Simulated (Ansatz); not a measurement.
# TiAl3: the cost of one run

Computed with Ansatz 0.2.0 (DFT PBE, scalar-relativistic, plane waves, PAW, unless a step's input says otherwise).

**1. The system as given**

It takes space group Pmm2 (No. 25, orthorhombic). The conventional cell has a = 2.840 Å, b = 4.681 Å, c = 4.901 Å, α = 90.00°, β = 90.00°, γ = 90.00°. Around Ti (site symmetry mm2) lie 10 Al at 2.83 to 2.85 Å and 2 Ti at 2.84 Å. Around Al (site symmetry mm2) lie 4 Ti at 2.83 to 2.84 Å and 8 Al at 2.84 to 2.86 Å. Al (site symmetry mm2) has 8 Al at 2.81 to 2.86 Å and 4 Ti at 2.85 Å as nearest neighbours. Al (site symmetry mm2) is surrounded by 10 Al at 2.81 to 2.86 Å and 2 Ti at 2.85 Å.

Structure file:

```
CELL_PARAMETERS angstrom
2.83968 0.00000 0.00000
0.00000 4.68126 0.00000
0.00000 0.00000 4.90074
ATOMIC_POSITIONS crystal
Ti 0.00000 0.50000 0.16592
Al 0.50000 0.50000 0.66727
Al 0.50000 0.00000 0.33091
Al 0.00000 0.00000 0.83590
```

The structure comes from the Materials Project (structure only).

**2. A distortion of lower symmetry**

The change: strain xx, yy, zz, yz, xz, xy = +2.0, +1.8, +1.9, +2.0, +0.0, +0.0 %; atoms moved by 0.15 Å root mean square, at most 0.21 Å.

Input file input.yaml:

```yaml
crystal:
  lattice:
    - [2.8967829045, 0.0, 0.0]
    - [0.0, 4.7642628107, 0.09362528]
    - [0.0, 0.09801484, 4.9933170164]
  atoms:
    - { symbol: Ti, position: [0.0, 0.5351163577, 0.1394395431] }
    - { symbol: Al, position: [0.5, 0.4680635167, 0.6694614201] }
    - { symbol: Al, position: [0.5, -0.0018989121, 0.3245347429] }
    - { symbol: Al, position: [0.0, -0.0012809624, 0.8665632939] }
basis:
  ecutwfc: 420
kpoints:
  mp_grid: { grid: [14, 10, 10] }
hamiltonian:
  xc: pbe
scf:
  occupations: { method: gaussian, width: 0.1 }
output:
  forces: true
  stress: true
  eigenvalues: true
```

Run with:

```console
$ ansatz run input.yaml --threads 1 --pin off --max-ram 1331MiB --backend cpu --events-out ev --progress --plain --runs-dir out
```

**Question.** How long does this run take on 1 thread of an x86-64 CPU, shared host, and how much memory does it need?

About 35 s, with a peak of 0.76 GiB.
